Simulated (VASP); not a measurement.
Set up this calculation in VASP 6.6.1, as the native input.

| Item | Value |
| --- | --- |
| Task | band structure |
| Functional | PBE |
| Potentials or basis | VASP PAW PBE potentials, release 64 (Al, As) |
| Cutoff | 600 eV |
| k mesh | 10 × 10 × 10 |
| Occupations | gaussian, width 0.02 eV |
| Spin | no spin polarisation |
| Further INCAR settings | ALGO = Fast; EDIFF = 1e-06 |

AlAs:

```
Al As
1.0
     0.00000    2.83856    2.83856
     2.83856    0.00000    2.83856
     2.83856    2.83856    0.00000
Al As
1 1
Cartesian
  0.0000 0.0000 0.0000
  1.4193 1.4193 1.4193
```

The cell is a database's computed one.

One way to write it, as run:

POSCAR

```
AlAs                                    
1.0
    0.0000000000      2.8385561297      2.8385561297
    2.8385561297      0.0000000000      2.8385561297
    2.8385561297      2.8385561297      0.0000000000
  Al              As            
     1     1
Direct
     0.0000000000000000    0.0000000000000000    0.0000000000000000
     0.2500000000000000    0.2500000000000000    0.2500000000000000
```

INCAR.step1

```
ALGO = Fast ; EDIFF = 1E-6
ENCUT = 600 ; GGA = PE
ISIF = 2 ; ISMEAR = 0
KPAR = 2 ; LASPH = T
LCHARG = T ; LREAL = F
LWAVE = F ; NELM = 120
PREC = Accurate ; SIGMA = 0.02
```

KPOINTS.step1

```
k-points
0
Gamma
  10 10 10
```

INCAR.step2

```
ALGO = Fast ; EDIFF = 1E-6
ENCUT = 600 ; GGA = PE
ICHARG = 11 ; ISIF = 2
ISMEAR = 0 ; KPAR = 2
LASPH = T ; LCHARG = F
LREAL = F ; LWAVE = F
NELM = 120 ; PREC = Accurate
SIGMA = 0.05
```

KPOINTS.step2

```
path GXWKGLUWLK,UX
20
line-mode
reciprocal
 0.0000000000  0.0000000000  0.0000000000  G
 0.5000000000  0.0000000000  0.5000000000  X

 0.5000000000  0.0000000000  0.5000000000  X
 0.5000000000  0.2500000000  0.7500000000  W

 0.5000000000  0.2500000000  0.7500000000  W
 0.3750000000  0.3750000000  0.7500000000  K

 0.3750000000  0.3750000000  0.7500000000  K
 0.0000000000  0.0000000000  0.0000000000  G

 0.0000000000  0.0000000000  0.0000000000  G
 0.5000000000  0.5000000000  0.5000000000  L

 0.5000000000  0.5000000000  0.5000000000  L
 0.6250000000  0.2500000000  0.6250000000  U

 0.6250000000  0.2500000000  0.6250000000  U
 0.5000000000  0.2500000000  0.7500000000  W

 0.5000000000  0.2500000000  0.7500000000  W
 0.5000000000  0.5000000000  0.5000000000  L

 0.5000000000  0.5000000000  0.5000000000  L
 0.3750000000  0.3750000000  0.7500000000  K

 0.6250000000  0.2500000000  0.6250000000  U
 0.5000000000  0.0000000000  0.5000000000  X
```

Potentials or basis: VASP PAW PBE potentials, release 64 (Al, As).

Launch:

```bash
$ cat potpaw_PBE.64/Al/POTCAR potpaw_PBE.64/As/POTCAR > POTCAR
$ cp INCAR.step1 INCAR
$ cp KPOINTS.step1 KPOINTS
$ mpirun -np 2 vasp_std > vasp.out
$ cp INCAR.step2 INCAR
$ cp KPOINTS.step2 KPOINTS
$ mpirun -np 2 vasp_std > vasp.out
```

Results of the run:

The band gap on the k mesh is 1.45 eV, indirect (least direct gap 1.99 eV). The band gap along the path is 1.45 eV, indirect (least direct gap 1.99 eV).

Caveat: the log is that of the step along the path at fixed density, whose energy, stress, charges and moments have no meaning.

Run time: 53 s on 2 MPI ranks on Intel(R) Xeon(R) Platinum 8175M CPU @ 2.50GHz (Skylake/Cascade Lake), on a shared host, peak memory 0.24 GiB a rank.
